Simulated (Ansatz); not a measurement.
# CrI3 (R-3): equation of state

An exercise on one series of results from a longer session: the logs are not shown, and one member is left open.

Method: DFT PBE+U (U_eff = 3.7 eV on Cr 3d), scalar-relativistic, plane waves, PAW, in Ansatz 0.2.0.

The runs add the D3(BJ) dispersion term to the functional named.

### The starting structure

The structure is trigonal, space group R-3 (No. 148). The conventional cell has a = 6.919 Å, b = 6.919 Å, c = 19.575 Å, α = 90.00°, β = 90.00°, γ = 120.00°. Around Cr (site symmetry 3) lie 6 I at 2.76 Å. I (site symmetry 1) is surrounded by 2 Cr at 2.76 Å.

Coordinates:

```cif
data_structure
_symmetry_space_group_name_H-M 'R-3:H'
_symmetry_Int_Tables_number 148
_cell_length_a 6.9193
_cell_length_b 6.9193
_cell_length_c 19.5755
_cell_angle_alpha 90.000
_cell_angle_beta 90.000
_cell_angle_gamma 120.000
_cell_volume 811.65
loop_
_atom_site_label
_atom_site_type_symbol
_atom_site_symmetry_multiplicity
_atom_site_Wyckoff_symbol
_atom_site_fract_x
_atom_site_fract_y
_atom_site_fract_z
_atom_site_occupancy
Cr1 Cr 6 c 0.66667 0.33333 0.16734 1
I1 I 18 f 0.33137 0.01239 0.24774 1
```

An earlier run at PBE+U (U_eff = 3.7 eV on Cr 3d) left this cell at 33.819 Å³/atom and -0.02 GPa (4×4×4 mesh).

Volume factors to run: 0.980, 1.020, 0.960, 1.040.

The first run:

input.yaml

```yaml
crystal:
  lattice:
    - [3.4364470162, 1.9840336099, 6.4813581714]
    - [-3.4364470162, 1.9840336099, 6.4813581714]
    - [0.0, -3.9680672196, 6.4813581715]
  atoms:
    - { symbol: Cr, position: [0.1659971411, 0.1659971411, 0.1659971411], spin: 3.82 }
    - { symbol: Cr, position: [0.8340028589, 0.8340028589, 0.8340028589], spin: 3.82 }
    - { symbol: I, position: [0.7646519485, 0.0712413937, 0.420888123] }
    - { symbol: I, position: [0.420888123, 0.7646519485, 0.0712413937] }
    - { symbol: I, position: [0.0712413937, 0.420888123, 0.7646519485] }
    - { symbol: I, position: [0.579111877, 0.2353480515, 0.9287586063] }
    - { symbol: I, position: [0.9287586063, 0.579111877, 0.2353480515] }
    - { symbol: I, position: [0.2353480515, 0.9287586063, 0.579111877] }
basis:
  ecutwfc: 420
  ecutrho_ratio: 4
kpoints:
  mp_grid: { grid: [4, 4, 4] }
hamiltonian:
  xc: pbe
  hubbard:
    sites:
      - { species: Cr, l: d, u_eff: 3.7, starting_ns: start.occupation_matrices }
    ns_hold: { iters: 6 }
  dispersion: d3bj
scf:
  occupations: { method: gaussian, width: 0.05 }
  lower_state_search: "off"
output:
  forces: true
  stress: true
  eigenvalues: true
  populations: true
magnetization:
  spin_polarized: true
relax:
  f_tol: 0.01
  max_steps: 40
  cell: { stress_tol: 0.1, fix: [volume] }
```

The open shells start from the occupation matrices of the run at the neighbouring geometry (file start.occupation_matrices).

Run with:

```bash
ansatz run input.yaml --threads 8 --pin off --max-ram 22528MiB --backend cpu --events-out ev --progress --plain --runs-dir out
```

Steps of the session up to this table: Volume × 0.980; Volume × 1.020; Volume × 0.960; At 1.040 of the relaxed volume.

One of the session's tables, all rows but one given; the rest of the session is left out.

It belongs to the step «Energy and pressure against volume». 

```
volume (Å³/atom)  energy (meV/atom)  pressure (GPa)  gap (eV)  moment of atom 1 (μB)
          32.466               2.83            0.72      0.45                   3.45
          33.143               0.63            0.33      0.52                   3.46
          33.819               0.00           -0.02      0.59                   3.47
          34.495                  ?               ?         ?                      ?
          35.172               2.42           -0.53      0.69                   3.49
```

**Question.** Estimate the row for volume (Å³/atom) = 34.495.

Worked estimate for «energy (meV/atom)». A straight line through the neighbours (33.819, 0.00) and (35.172, 2.42) gives 0.00 + (2.42 − 0.00) × (34.495 − 33.819) / (35.172 − 33.819) = 1.21; a parabola fitted to 3 rows on both sides gives 0.60.

**Answer.** energy (meV/atom): 0.67; pressure (GPa): -0.30; gap (eV): 0.65; moment of atom 1 (μB): 3.48. In «energy (meV/atom)» the line misses by +0.54 and the parabola by -0.07.

Caveats from the session: Warnings in the runs' records: stability check not made.
